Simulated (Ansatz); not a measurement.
Method: DFT PBE, scalar-relativistic, plane waves, PAW in Ansatz 0.2.0. Settings: cutoff 420 eV, Γ-centred meshes spaced at most about 0.3 Å⁻¹ (2π included), Gaussian smearing. No spin polarisation.

Each guess is relaxed in cell and atoms at zero pressure, on a coarse mesh first where it starts far from rest and then on a converged one. The steps can't lower the symmetry of the start, but it can rise. Energies are static (0 K, no zero-point motion).

Two unrelaxed guesses for Al5GaAs6:

A.

```
CELL_PARAMETERS angstrom
3.83806 0.00000 0.00000
0.00000 3.83806 0.00000
0.00000 0.00000 16.28353
ATOMIC_POSITIONS crystal
Al 0.00000 0.00000 0.66667
Al 0.50000 0.50000 0.83333
Al 0.00000 0.00000 0.00000
Al 0.50000 0.50000 0.16667
Al 0.00000 0.00000 0.33333
Ga 0.50000 0.50000 0.50000
As 0.50000 0.00000 0.91667
As 0.00000 0.50000 0.08333
As 0.50000 0.00000 0.25000
As 0.00000 0.50000 0.41667
As 0.50000 0.00000 0.58333
As 0.00000 0.50000 0.75000
```

B.

```
CELL_PARAMETERS angstrom
6.62592 0.00000 0.00000
-3.31296 5.73821 0.00000
0.00000 0.00000 6.30886
ATOMIC_POSITIONS crystal
Al 0.33333 0.33333 0.99998
Al 0.00000 0.66667 0.99998
Al 0.66667 0.00000 0.99998
Al 0.66667 0.33333 0.49998
Al 0.33333 0.66667 0.49998
Ga 0.00000 0.00000 0.49998
As 0.33333 0.33333 0.37402
As 0.00000 0.66667 0.37402
As 0.66667 0.00000 0.37402
As 0.66667 0.33333 0.87402
As 0.33333 0.66667 0.87402
As 0.00000 0.00000 0.87402
```

Problem. Which guess leads to the lower structure, and by how much?

Solution. A ends lower, by 7 meV/atom. A: P-4m2 at 20.0 Å³/atom → P-4m2 at 23.5 Å³/atom; B: P31m at 20.0 Å³/atom → P31m at 23.5 Å³/atom. Counting As atoms around Al and Ga (those within 1.25 times the shortest such distance or 1.15 times the sum of covalent radii), the end of A and the end of B both have Al 4, Ga 4. End of A. Conventional cell: a = 4.054 Å, c = 17.182 Å. Al on a site of symmetry 2mm is surrounded by 4 As at 2.48 Å; Ga is surrounded by 4 As at 2.49 Å; As on its first site has 4 Al at 2.48 Å; 4 more sites not described. End of B. Conventional cell: a = 7.003 Å, c = 6.648 Å. Around Al on a site of symmetry m lie 4 As at 2.48–2.49 Å; around Ga lie 4 As at 2.49–2.50 Å; As on a site of symmetry m is surrounded by 3 Al at 2.48–2.49 Å and 1 Ga at 2.49 Å; 3 more sites not described.

Cells without such a test can be saddle points. Shaken at random and relaxed again, the end of A came back.
